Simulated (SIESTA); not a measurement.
## Nb under changes of volume

One of the cells (18.428 Å³/atom); the others are scaled copies at fixed shape and fractional positions:

```
CELL_PARAMETERS angstrom
-1.66395 1.66395 1.66395
1.66395 -1.66395 1.66395
1.66395 1.66395 -1.66395
ATOMIC_POSITIONS crystal
Nb 0.00000 0.00000 0.00000
```

| Property | Result |
| --- | --- |
| Program | SIESTA 5.4.2 |
| Functional | PBEsol |
| Potentials or basis | PseudoDojo 0.4 standard (PBEsol files) |
| Basis | DZP (energy shift 0.003 Ry; two zetas on semicore shells) |
| Grid cutoff | 800 Ry |
| Energy shift | 0.003 Ry |
| k mesh | 11 × 11 × 11 |
| Occupations | fermi-dirac, width 0.05 eV |
| Spin | no spin polarisation |

```tsv
volume (Å³/atom)	energy over the lowest point (meV/atom)	pressure (GPa)
17.322	6.40	4.9
17.691	0.00	0.7
18.060	2.60	-3.0
18.428	13.48	-6.4
18.797	?	?
19.165	56.86	-12.3
19.534	88.18	-14.8
```

What does the run at 18.797 Å³/atom give?

Energy over the lowest point 31.75 meV/atom; pressure -9.5 GPa.

Worked out: A Birch-Murnaghan fit of order 3 (a polynomial in V^(-2/3)) to the other rows has its minimum at 17.76 Å³/atom with B0 = V·E''(V) = 186 GPa and B' = 3.6. It gives 31.80 meV/atom at 18.797 Å³/atom, against the run's 31.75, and -dE/dV = -9.5 GPa, against -9.5.

Energies are extrapolated to zero smearing.

Caveats: the basis of atomic orbitals isn't converged, which shifts pressures, moduli and gaps.
